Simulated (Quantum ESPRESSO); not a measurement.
Crystal: KBr.

```
CELL_PARAMETERS angstrom
0.00000 3.30000 3.30000
3.30000 0.00000 3.30000
3.30000 3.30000 0.00000
ATOMIC_POSITIONS crystal
Br 0.50000 0.50000 0.50000
K 0.00000 0.00000 0.00000
```

| Item | Value |
| --- | --- |
| Program | Quantum ESPRESSO 7.5 |
| Task | phonons |
| Functional | LDA |
| Potentials or basis | JTH 2.0 LDA |
| Cutoff | 490 eV |
| Density cutoff | 2939 eV |
| k mesh | 4 × 4 × 4, shifted |
| Occupations | fermi-dirac, width 0.05 eV |
| Spin | no spin polarisation |
| Form of the LDA correlation | PW92 |
| Mixing beta | 0.5 |
| Most SCF iterations | 120 |
| SCF threshold | 4e-10 Ry |

The cell and the atoms were relaxed first, to 32.48 Å³/atom (a = 4.512 Å, b = 4.512 Å, c = 4.512 Å, α = 60.00°, β = 60.00°, γ = 60.00°), and the response was taken there.

The first run showed a gap, so the response started from a second, tighter run with fixed occupations.

The run gives a transverse optical frequency of 130 cm⁻¹, an electronic dielectric constant of 2.76 and Born charges of ±1.10 e.

Question: What are the longitudinal frequency and the static dielectric constant?

Answer: The longitudinal mode lies at 172 cm⁻¹, 42 cm⁻¹ over the transverse one, and the static constant is 4.84. The two agree with the Lyddane-Sachs-Teller relation: (172/130)² = 1.75 and 4.84/2.76 = 1.75.

Caveat: the cutoff is low for these files, which shifts pressure and relaxed volume.
